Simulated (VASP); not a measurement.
A run of VASP 6.6.1 is set up as follows.

File INCAR:

```
SYSTEM = C
PREC = Accurate
ENCUT = 520
EDIFF = 1E-7
ISMEAR = 0
SIGMA = 0.02
LREAL = .FALSE.
LASPH = .TRUE.
NELM = 60
ALGO = Normal
ISIF = 3
LWAVE = .FALSE.
LCHARG = .FALSE.
GGA = PE
IVDW = 12
IBRION = 2
NSW = 80
EDIFFG = -0.002
KPAR = 4
```

KPOINTS

```
Automatic mesh
0
G
  6 6 2
  0 0 0
```

File POSCAR:

```
C
1.0
    2.4672912600      0.0000000000      0.0000000000
   -1.2336456300      2.1367369100      0.0000000000
    0.0000000000      0.0000000000      7.8030730000
C
4
Direct
    0.0000000000      0.0000000000      0.2500000000
    0.0000000000      0.0000000000      0.7500000000
    0.3333333300      0.6666666700      0.2500000000
    0.6666666700      0.3333333300      0.7500000000
```

Potentials or basis: VASP PAW PBE potentials, release 64 (C).

Launch:

```sh
$ cat potpaw_PBE.64/C/POTCAR > POTCAR
$ mpirun -np 4 vasp_std > vasp.out
```

(1) What does it give for the relaxed volume?

(2) Predict the relaxed cell.

(3) Predict the space group after relaxing (to 0.05 Å).

Results:

(1) 8.72 Å³/atom.

(2) a = 2.467 Å, b = 2.467 Å, c = 6.621 Å, α = 90.00°, β = 90.00°, γ = 120.00°.

(3) P6_3/mmc (No. 194).

Caveat: the k mesh is coarse (spacing up to 0.49 Å⁻¹), so the values aren't converged; the volume moved by over 15 % at a fixed basis, so the end points are rough.
